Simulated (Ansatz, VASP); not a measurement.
# Sb: 3 runs at one level of theory

The starting cell:

```
CELL_PARAMETERS angstrom
2.15420 1.24373 3.75800
-2.15420 1.24373 3.75800
0.00000 -2.48746 3.75800
ATOMIC_POSITIONS crystal
Sb 0.76651 0.76651 0.76651
Sb 0.23349 0.23349 0.23349
```

Alike in all runs: task relaxation of cell and atoms; functional PBE; dispersion D3(BJ); k mesh 8 × 8 × 8; occupations fermi-dirac, width 0.05 eV; no spin polarisation; no spin-orbit coupling.

```
                        program and potentials  plane-wave cutoff (eV)                                    notes  equilibrium volume (Å³/atom)
                            Ansatz, Ansatz PAW                     420  15 valence electrons an atom on average                         29.80
                VASP, PBE PAW files Sb, 600 eV                     600   5 valence electrons an atom on average                         29.75
Ansatz, all-electron LAPW, scalar-relativistic                       -                                        -                         29.81
```

The equilibrium volume spans 29.75 (VASP, PBE PAW files Sb, 600 eV) to 29.81 Å³/atom (Ansatz, all-electron LAPW, scalar-relativistic), with all-electron results at 29.81. Relaxations stop with a little pressure left, so the last digit of a volume isn't settled.

Differences between rows come from potentials, basis sets and numerical settings, since the functional is the same but for its coding. Runs on potential files found faulty are left out.
